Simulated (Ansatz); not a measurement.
Relaxed NaBr (rock salt):

```yaml
crystal:
  lattice:
    - [0.00000, 5.94759, 5.94759]
    - [2.97379, 0.00000, 2.97379]
    - [2.97379, 2.97379, 0.00000]
  atoms:
    - { symbol: Br, position: [0.00000, 0.00000, 0.00000] }
    - { symbol: Br, position: [0.50000, 0.00000, 0.00000] }
    - { symbol: Na, position: [0.25000, 0.50000, 0.50000] }
    - { symbol: Na, position: [0.75000, 0.50000, 0.50000] }
```

In this cell atom 4 (Na, nearest neighbour Br at 2.974 Å; its periodic images, 4.2 Å or more away, move with it) is moved by u·(0.707, 0.707, 0.000) + v·(0.000, 0.000, 1.000); the rest is frozen.

All values below come from r2SCAN (plane waves to 500 eV, PAW, scalar-relativistic; Ansatz, an electronic-structure program). k mesh 4×8×8 (Γ-centred), Fermi-Dirac smearing 0.05 eV. Energies are smeared free energies. Points where atoms come too close for the PAW data are left out (x in tables, blank in figures). NaBr was relaxed with its symmetry unable to fall.

Changes of ΔE (eV/cell) from the point u = 0.000 Å, v = 0.000 Å when one coordinate moves alone (two changes are said to add if the coupling is within 5 % of the smaller one, nearly so within 20 %):

| point | change |
|---|---|
| u = 0.000 Å, v = -0.653 Å | 0.6153 |
| u = 0.000 Å, v = -0.327 Å | 0.1032 |
| u = -0.980 Å, v = 0.000 Å | 0.8359 |
| u = -0.653 Å, v = 0.000 Å | 0.3315 |
| u = -0.327 Å, v = 0.000 Å | 0.0745 |
| u = 0.327 Å, v = 0.000 Å | 0.0745 |
| u = 0.653 Å, v = 0.000 Å | 0.3315 |
| u = 0.980 Å, v = 0.000 Å | 0.8359 |
| u = 0.000 Å, v = 0.327 Å | 0.1032 |
| u = 0.000 Å, v = 0.653 Å | 0.6153 |

Question: What is the change at u = -0.653 Å, v = -0.327 Å, where both move, and how far is it from the sum?

Answer: The sum of the single changes is 0.3315 + (0.1032) = 0.4347; the calculation gives 0.3747, so the coupling contributes -0.0600 (over 20 % of the smaller single change, not additive).

Question: What is the change at u = -0.980 Å, v = -0.327 Å, where both move, and how far is it from the sum?

Answer: The sum of the single changes is 0.8359 + (0.1032) = 0.9391; the calculation gives 0.8078, so the coupling contributes -0.1313 (over 20 % of the smaller single change, not additive).

Question: Do the two effects add at u = -0.327 Å, v = -0.653 Å? Give the computed change.

Answer: The sum of the single changes is 0.0745 + (0.6153) = 0.6898; the calculation gives 0.6135, so the coupling contributes -0.0763 (over 20 % of the smaller single change, not additive).

(For displaced atoms, the force is minus the slope of the energy, and its curvature is a force constant, which sets phonon frequencies.)
